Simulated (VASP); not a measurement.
Write the native input for VASP 6.6.1 that does the following.

```
Task                   : relaxation of cell and atoms
Functional             : PBE
Potentials or basis    : VASP PAW PBE potentials, release 64 (Al, N)
Cutoff                 : 600 eV
k mesh                 : 12 × 12 × 6
Occupations            : gaussian, width 0.03 eV
Spin                   : no spin polarisation
Further INCAR settings : ALGO = Normal; EDIFF = 1e-07; IBRION = 2; EDIFFG = -0.005; NSW = 90; ISIF = 3
```

The structure of AlN lies in POSCAR:

```
AlN                                     
1.0
    3.1273442091      0.0000000000      0.0000000000
   -1.5636721045      2.7083595314     -0.0000000000
    0.0000000000      0.0000000000      5.0175425414
  Al              N             
     2     2
Direct
     0.3333333332999970    0.6666666667000030    0.9993379579581302
     0.6666666667000030    0.3333333332999970    0.4993379579581302
     0.3333333332999970    0.6666666667000030    0.3806620420418724
     0.6666666667000030    0.3333333332999970    0.8806620420418724
```

These files were run (other wordings do the same):

INCAR

```
  PREC = Accurate
  ENCUT = 600
  EDIFF = 1E-7
  ISMEAR = 0
  SIGMA = 0.03
  LREAL = False
  LASPH = True
  NELM = 80
  ALGO = Normal
  ISIF = 3
  LWAVE = False
  LCHARG = False
  GGA = PE
  IBRION = 2
  NSW = 90
  EDIFFG = -0.005
  KPAR = 2
```

KPOINTS

```
Automatic mesh
0
Gamma
  12 12 6
```

Potentials or basis: VASP PAW PBE potentials, release 64 (Al, N).

Launch:

```sh
$ cat potpaw_PBE.64/Al/POTCAR potpaw_PBE.64/N/POTCAR > POTCAR
$ mpirun -np 2 vasp_std > vasp.out
```

It gave:

```json
{
 "Energy gained by relaxing": "0.0 meV/atom",
 "Ionic steps": "2",
 "Pressure after relaxing": "0.0 GPa",
 "Largest force after relaxing": "0.005 eV/Å",
 "Band gap on the k mesh": "4.06 eV, direct"
}
```

Wall time 18 s on 2 MPI ranks on AMD EPYC 9R45 96-Core Processor (Zen 5) (shared host), peak memory 0.17 GiB a rank.
